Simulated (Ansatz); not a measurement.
The system is TiC.

```xyz
2
Lattice="0.0000 2.1657 2.1657 2.1657 0.0000 2.1657 2.1657 2.1657 0.0000" Properties=species:S:1:pos:R:3 pbc="T T T"
Ti    0.0000    0.0000    0.0000
C     2.1657    2.1657    2.1657
```

The cell is a database's computed one.

```yaml
Program: Ansatz 0.2.0
Task: relaxation of cell and atoms
Functional: BLYP
Dispersion: D3(BJ)
Potentials_or_basis: Ansatz PAW
Cutoff: "420 eV (not typed: the program's choice for these potentials)"
k_mesh: 11 × 11 × 11
Occupations: fermi-dirac, width 0.05 eV
Spin: no spin polarisation
```

At the start: volume 10.16 Å³/atom.

How do energy, volume and symmetry change on relaxing?

It ends after 7 steps and the volume is 9.82 Å³/atom (-3.3 %); space group Fm-3m (No. 225, to 0.05 Å).

Step by step:
```tsv
step	energy change (eV)	largest force (eV/Å)	volume (Å³)
1	0.0000	0.0000	20.32
2	-0.0185	0.0000	19.73
3	-0.0190	0.0000	19.65
4	-0.0190	0.0000	19.65
5	-0.0179	0.0000	19.65
6	-0.0179	0.0000	19.65
7	-0.0179	0.0000	19.65
```

Final structure:
```
Ti C
1.0
     0.00000    2.14163    2.14163
     2.14163    0.00000    2.14163
     2.14163    2.14163    0.00000
Ti C
1 1
Direct
  0.00000 0.00000 0.00000
  0.50000 0.50000 0.50000
```

Caveat: the plane-wave basis is chosen anew once the cell has moved, so the energies of steps on either side of that aren't comparable; the pressure holds a Pulay correction of +0.3 GPa for the finite cutoff; the PAW data sets come from PBE, with cores solved anew for the run's functional, which leaves a small shift of forces and pressure.
